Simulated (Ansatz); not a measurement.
## Deforming Ti

```xyz
1
Lattice="0.0000 2.0300 2.0300 2.0300 0.0000 2.0300 2.0300 2.0300 0.0000" Properties=species:S:1:pos:R:3 pbc="T T T"
Ti    0.0000    0.0000    0.0000
```

Conventional cell: a = 4.060 Å, b = 4.060 Å, c = 4.060 Å, α = 90.00°, β = 90.00°, γ = 90.00°. Ti (atom 1) is surrounded by 12 Ti at 2.87 Å.

The cell is COD entry 1534878, as deposited and not checked against the literature; nothing was relaxed.

These are results of DFT, PBE, all-electron LAPW, scalar-relativistic in Ansatz 0.2.0, not measurements.

Settings: a Γ-centred 15×15×15 k mesh, Fermi–Dirac smearing of 0.05 eV, basis error target 0.25 meV/atom, no spin polarisation.

The unchanged cell is at 4.47 GPa.

In a metal, stresses and small energies carry noise from the k mesh.

x, y and z are the Cartesian axes of the cell as listed; fractional coordinates follow a strain, and an engineering shear is twice the off-diagonal strain component.

Q: One change gave: energy change under 1 meV/atom; stress change (xx, yy, zz, yz, xz, xy) 0.00, 0.00, 0.00, -0.62, -0.62, -0.62 GPa, compression positive. Which change was it?
A. equal xy, yz and zx engineering shear strains of +3 %
B. z strained by +1.5 % at fixed volume
C. equal xy, yz and zx engineering shear strains of +2 %
D. equal xy, yz and zx engineering shear strains of -3 %
E. equal xy, yz and zx engineering shear strains of +1 %
F. equal xy, yz and zx engineering shear strains of -1 %
G. equal xy, yz and zx engineering shear strains of -2 %

A: E. For equal xy, yz and zx engineering shear strains of +3 %: energy change +9 meV/atom; stress change (xx, yy, zz, yz, xz, xy) 0.06, 0.06, 0.06, -1.85, -1.85, -1.85 GPa, compression positive. For z strained by +1.5 % at fixed volume: energy change under 1 meV/atom; stress change (xx, yy, zz, yz, xz, xy) 0.25, 0.25, -0.51, 0.00, 0.00, 0.00 GPa, compression positive. For equal xy, yz and zx engineering shear strains of -3 %: energy change +9 meV/atom; stress change (xx, yy, zz, yz, xz, xy) 0.07, 0.07, 0.07, 1.90, 1.90, 1.90 GPa, compression positive. For equal xy, yz and zx engineering shear strains of -1 %: energy change under 1 meV/atom; stress change (xx, yy, zz, yz, xz, xy) 0.00, 0.00, 0.00, 0.60, 0.60, 0.60 GPa, compression positive. For equal xy, yz and zx engineering shear strains of +2 %: energy change +4 meV/atom; stress change (xx, yy, zz, yz, xz, xy) 0.01, 0.01, 0.01, -1.26, -1.26, -1.26 GPa, compression positive. For equal xy, yz and zx engineering shear strains of -2 %: energy change +4 meV/atom; stress change (xx, yy, zz, yz, xz, xy) 0.03, 0.03, 0.03, 1.23, 1.23, 1.23 GPa, compression positive.
